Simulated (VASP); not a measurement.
# SGaH3 in VASP: a series of runs

One molecule, SGaH3, is run at these levels: PBE0, PBE+D3(BJ); tasks: single point.

Everything below comes from runs of VASP 6.6.1. Logs are shortened: lines on timing, memory, paths and dates and some standing lists are left out, and cuts for length are marked.

### 1 The molecule as given

The cell holds a molecule in a box, 5 atoms: a = 12.000 Å, b = 12.000 Å, c = 12.000 Å, α = 90.00°, β = 90.00°, γ = 90.00°.

### 2 Single point, PBE0

File POSCAR:

```
GaH3S
1.0
   12.0000000000      0.0000000000      0.0000000000
    0.0000000000     12.0000000000      0.0000000000
    0.0000000000      0.0000000000     12.0000000000
S Ga H
1 1 3
Cartesian
    6.2757000000      4.5331500000      6.7107000000
    5.9073999600      6.4196499600      5.6429000400
    7.5005000400      4.8780500400      7.1396000400
    4.5255000000      6.5189499600      4.9284000000
    7.0242000000      7.5088500000      5.6685000000
```

File INCAR.step1:

```
PREC     = Accurate       # precision mode
ENCUT    = 900            # plane-wave cutoff, eV
EDIFF    = 1E-5           # SCF threshold, eV
ISMEAR   = 0              # smearing method
SIGMA    = 0.01           # smearing width, eV
LREAL    = F              # projectors in reciprocal space
LASPH    = T              # aspherical terms in the spheres
NELM     = 80             # most SCF steps
ALGO     = Normal         # electronic algorithm
ISIF     = 2              # what is computed and relaxed
LWAVE    = T              # write WAVECAR
LCHARG   = F              # write CHGCAR
NBANDS   = 19             # bands
GGA      = PE             # functional
```

File INCAR.step2:

```
PREC     = Accurate       # precision mode
ENCUT    = 900            # plane-wave cutoff, eV
EDIFF    = 1E-6           # SCF threshold, eV
ISMEAR   = 0              # smearing method
SIGMA    = 0.01           # smearing width, eV
LREAL    = F              # projectors in reciprocal space
LASPH    = T              # aspherical terms in the spheres
NELM     = 80             # most SCF steps
ALGO     = Normal         # electronic algorithm
ISIF     = 2              # what is computed and relaxed
LWAVE    = F              # write WAVECAR
LCHARG   = F              # write CHGCAR
GGA      = PE             # functional
LHFCALC  = T              # exact exchange
AEXX     = 0.25           # exact-exchange fraction
PRECFOCK = Normal       
HFRCUT   = -1           
NBANDS   = 19             # bands
ISTART   = 1
```

File KPOINTS:

```
Automatic mesh
0
Gamma
  1 1 1
```

Potentials or basis: VASP PAW PBE potentials, release 64 (S_h, Ga_h, H_h).

Command:

```
cat potpaw_PBE.64/S_h/POTCAR potpaw_PBE.64/Ga_h/POTCAR potpaw_PBE.64/H_h/POTCAR > POTCAR
cp INCAR.step1 INCAR
mpirun -np 1 vasp_gam > vasp.out
cp INCAR.step2 INCAR
mpirun -np 1 vasp_gam > vasp.out
```

OUTCAR:

```text
PREC = Accurate
   ENCUT = 900
   EDIFF = 1E-6
   ISMEAR = 0
   LREAL = F
   LASPH = T
   NELM = 80
   ISIF = 2
   GGA = PE
   LHFCALC = T
   AEXX = 0.25
   PRECFOCK = Normal
   ISTART = 1

 ion  position               nearest neighbor table
   1  0.523  0.378  0.559-   3 1.34   2 2.20
   2  0.492  0.535  0.470-   4 1.56   5 1.56   1 2.20
   3  0.625  0.407  0.595-   1 1.34
   4  0.377  0.543  0.411-   2 1.56
   5  0.585  0.626  0.472-   2 1.56

  LATTYP: Found a simple cubic cell.
 ALAT       =    12.0000000000

  Lattice vectors:

 A1 = (  12.0000000000,   0.0000000000,   0.0000000000)
 A2 = (   0.0000000000,  12.0000000000,   0.0000000000)
 A3 = (   0.0000000000,   0.0000000000,  12.0000000000)

Analysis of symmetry for initial positions (statically):
=====================================================================
 Subroutine PRICEL returns:
 Original cell was already a primitive cell.

 Routine SETGRP: Setting up the symmetry group for a
 simple cubic supercell.

 Subroutine GETGRP returns: Found  1 space group operations
 (whereof  1 operations were pure point group operations)
 out of a pool of 48 trial point group operations.

The static configuration has the point symmetry C_1 .

Analysis of symmetry for dynamics (positions and initial velocities):
=====================================================================
 Subroutine PRICEL returns:
 Original cell was already a primitive cell.

 Routine SETGRP: Setting up the symmetry group for a
 simple cubic supercell.

 Subroutine GETGRP returns: Found  1 space group operations
 (whereof  1 operations were pure point group operations)
 out of a pool of 48 trial point group operations.

The dynamic configuration has the point symmetry C_1 .

 Subroutine INISYM returns: Found  1 space group operations
 (whereof  1 operations are pure point group operations),
 and found     1 'primitive' translations

----------------------------------------------------------------------------------------

                                     Primitive cell

  volume of cell :    1728.0000

  direct lattice vectors                    reciprocal lattice vectors
    12.000000000  0.000000000  0.000000000     0.083333333  0.000000000  0.000000000
     0.000000000 12.000000000  0.000000000     0.000000000  0.083333333  0.000000000
     0.000000000  0.000000000 12.000000000     0.000000000  0.000000000  0.083333333

  length of vectors
    12.000000000 12.000000000 12.000000000     0.083333333  0.083333333  0.083333333

  position of ions in fractional coordinates (direct lattice)
     0.522975000  0.377762500  0.559225000
     0.492283330  0.534970830  0.470241670
     0.625041670  0.406504170  0.594966670
     0.377125000  0.543245830  0.410700000
     0.585350000  0.625737500  0.472375000

  ion indices of the primitive-cell ions
   primitive index   ion index
                 1           1
                 2           2
                 3           3
                 4           4
                 5           5

----------------------------------------------------------------------------------------

 KPOINTS: Automatic mesh

Automatic generation of k-mesh.
 Grid dimensions read from file:
 generate k-points for:    1    1    1

 Generating k-lattice:

  Cartesian coordinates                     Fractional coordinates (reciprocal lattice)
     0.083333333  0.000000000  0.000000000     1.000000000  0.000000000  0.000000000
     0.000000000  0.083333333  0.000000000     0.000000000  1.000000000  0.000000000
     0.000000000  0.000000000  0.083333333     0.000000000  0.000000000  1.000000000

  Length of vectors
     0.083333333  0.083333333  0.083333333

  Shift w.r.t. Gamma in fractional coordinates (k-lattice)
     0.000000000  0.000000000  0.000000000

 Subroutine IBZKPT returns following result:
 ===========================================

 Found      1 irreducible k-points:

 Following reciprocal coordinates:
            Coordinates               Weight
  0.000000  0.000000  0.000000      1.000000
   k-points           NKPTS =      1   k-points in BZ     NKDIM =      1   number of bands    NBANDS=     19
   number of dos      NEDOS =    301   number of ions     NIONS =      5
   total plane-waves  NPLWV = ******
   dimension x,y,z NGX =   120 NGY =  120 NGZ =  120
   dimension x,y,z NGXF=   240 NGYF=  240 NGZF=  240
   ions per type =               1   1   3
   NGX,Y,Z   is equivalent  to a cutoff of  16.62, 16.62, 16.62 a.u.
   NGXF,Y,Z  is equivalent  to a cutoff of  33.25, 33.25, 33.25 a.u.
 SYSTEM =  unknown system
   PREC   = accura    normal or accurate (medium, high low for compatibility)
   ISTART =      1    job   : 0-new  1-cont  2-samecut
   ICHARG =      0    charge: 1-file 2-atom 10-const
   ISPIN  =      1    spin polarized calculation?
   LNONCOLLINEAR =      F non collinear calculations
   LSORBIT =      F    spin-orbit coupling
   LASPH  =      T    aspherical Exc in radial PAW
   ENCUT  =  900.0 eV  66.15 Ry    8.13 a.u.  29.35 29.35 29.35*2*pi/ulx,y,z
   NELM   =     80;   NELMIN=  2; NELMDL=  0     # of ELM steps
   EDIFF  = 0.1E-05   stopping-criterion for ELM
   LREAL  =      F    real-space projection
   EDIFFG = 0.1E-04   stopping-criterion for IOM
   NSW    =      0    number of steps for IOM
   IBRION =     -1    ionic relax: 0-MD 1-quasi-New 2-CG
   NFREE  =      0    steps in history (QN), initial steepest desc. (CG)
   ISIF   =      2    stress and relaxation
   ISYM   =      3    0-nonsym 1-usesym 2-fastsym
   POTIM  = 0.5000    time-step for ionic-motion
   TEBEG  =    0.0;   TEEND  =   0.0 temperature during run
   PSTRESS=    0.0 pullay stress
   NELECT =      22.0000    total number of electrons
   NUPDOWN=      -1.0000    fix difference up-down
   EMIN   =  10.00;   EMAX   =-10.00  energy-range for DOS
   EFERMI =   0.00;   METHOD = LEGACY
   ISMEAR =     0;   SIGMA  =   0.01  broadening in eV -4-tet -1-fermi 0-gaus
   EFERMI_NEDOS =   21; number of points for ismear=-14 and -15
   IALGO  =     38    algorithm
   IMIX   =      1    mixing-type and parameters
     AMIX     =   0.40;   BMIX     =  1.00
     AMIX_MAG =   1.60;   BMIX_MAG =  1.00
  volume/ion in A,a.u.               =     345.60      2332.22
  Fermi-wavevector in a.u.,A,eV,Ry     =   0.382268  0.722382  1.988202  0.146129
  Thomas-Fermi vector in A             =   1.318371
   LORBIT       =      0    0 simple, 1 ext, 2 COOP (PROOUT), +10 PAW based schemes
   GGA     = PE    functional components
   LHFCALC =     T    Hartree Fock is set to
   PRECFOCK=normal    Normal, Fast or Accurate (Low or Medium for compatibility)
   ENCUT4O =  -1.0   cutoff for four orbital integrals eV
   NKREDX  =     1    reduce k-point grid by
   NKREDY  =     1    reduce k-point grid by
   NKREDZ  =     1    reduce k-point grid by
   AEXX    =    0.2500 exact exchange contribution
   HFSCREEN=    0.0000 screening length (either q_TF or 0.3 A-1)
   HFSCREENC=   0.0000 screening length for correlation (either q_TF or 0.3 A-1)
   ENCUTFOCK=  -1.0 apply spherical cutoff to Coloumb kernel
   IVDW    =     0    specifies the selected vdW correction
   LEPSILON=     F    determine dielectric tensor
   LRPA    =     F    only Hartree local field effects (RPA)
 non-spin polarized calculation
 Gauss-broadening in eV      SIGMA  =   0.01
  energy-cutoff  :      900.00
  volume of cell :     1728.00
 maximum number of plane-waves:     53024
 NGX is ok and might be reduce to   120
  NGX = 90; NGY = 90; NGZ = 90

 number of electron      21.9999999 magnetization

 Free energy of the ion-electron system (eV)
  ---------------------------------------------------
  ext. energy  EPLUGINS =         0.00000000
  ---------------------------------------------------
  free energy    TOTEN  =       -21.33100596 eV

  energy without entropy =      -21.33100596  energy(sigma->0) =      -21.33100596

 E-fermi :  -7.3419     XC(G=0):  -0.5894

 val. band max:       -7.4596659912   @ k =   0.0000   0.0000   0.0000
 cond. band min:      -1.2673548387   @ k =   0.0000   0.0000   0.0000
 fundamental gap:      6.1923111525
 Fermi energy:        -7.3419264177

 k-point     1 :       0.0000    0.0000    0.0000
  band No.  band energies     occupation
      1     -22.7109      2.00000
      2     -22.5486      2.00000
      3     -22.4954      2.00000
      4     -22.4809      2.00000
      5     -22.4204      2.00000
      6     -19.8191      2.00000
[... 11 lines left out ...]
     18       1.0830      0.00000
     19       1.1741      0.00000

------------------------ aborting loop because EDIFF is reached ----------------------------------------

  FORCE on cell =-STRESS in cart. coord.  units (eV):
  Direction    XX          YY          ZZ          XY          YZ          ZX
  --------------------------------------------------------------------------------------
  -------------------------------------------------------------------------------------
  Total       -0.5557439     -0.4535375     -0.1978284     -0.1220804      0.1110111     -0.1823703
  in kB       -0.5152780     -0.4205136     -0.1834237     -0.1131913      0.1029279     -0.1690912
  external PRESSURE =      -0.3730718 kB  Pullay stress =       0.0000000 kB

 VOLUME and BASIS-vectors are now :
 -----------------------------------------------------------------------------
  energy-cutoff  :      900.00
  volume of cell :     1728.00
      direct lattice vectors                 reciprocal lattice vectors
    12.000000000  0.000000000  0.000000000     0.083333333  0.000000000  0.000000000
     0.000000000 12.000000000  0.000000000     0.000000000  0.083333333  0.000000000
     0.000000000  0.000000000 12.000000000     0.000000000  0.000000000  0.083333333

 POSITION                                       TOTAL-FORCE (eV/Angst)
 -----------------------------------------------------------------------------------
      6.27570      4.53315      6.71070         0.034402      0.115307     -0.039134
      5.90740      6.41965      5.64290        -0.009882      0.076585     -0.040907
      7.50050      4.87805      7.13960        -0.056826     -0.015961     -0.020460
      4.52550      6.51895      4.92840         0.182220     -0.022431      0.099284
      7.02420      7.50885      5.66850        -0.149913     -0.153500      0.001217
 -----------------------------------------------------------------------------------
    total drift:                                0.000869      0.001243     -0.000922

  FREE ENERGIE OF THE ION-ELECTRON SYSTEM (eV)
  ---------------------------------------------------
  free  energy   TOTEN  =       -21.3310059624 eV

  energy  without entropy=      -21.3310059624  energy(sigma->0) =      -21.33100596
```

Run time: 16 min. Hardware: 1 thread of Intel Xeon Platinum 8259CL at 2.50GHz (Skylake/Cascade Lake), shared host; peak memory 2.5 GiB.

What came out:

```
Free energy                     : -21.3310 eV
Largest force                   : 0.215 eV/Å
Gap between the frontier levels : 6.19 eV
```

Forces on the atoms (eV/Å):
```
S    0.034  0.115 -0.039
Ga  -0.010  0.077 -0.041
H   -0.057 -0.016 -0.020
H    0.182 -0.022  0.099
H   -0.150 -0.153  0.001
```

Caveat: the PAW data sets were made with another functional, which shifts forces and pressure a little.

[end of part 1 of 2]
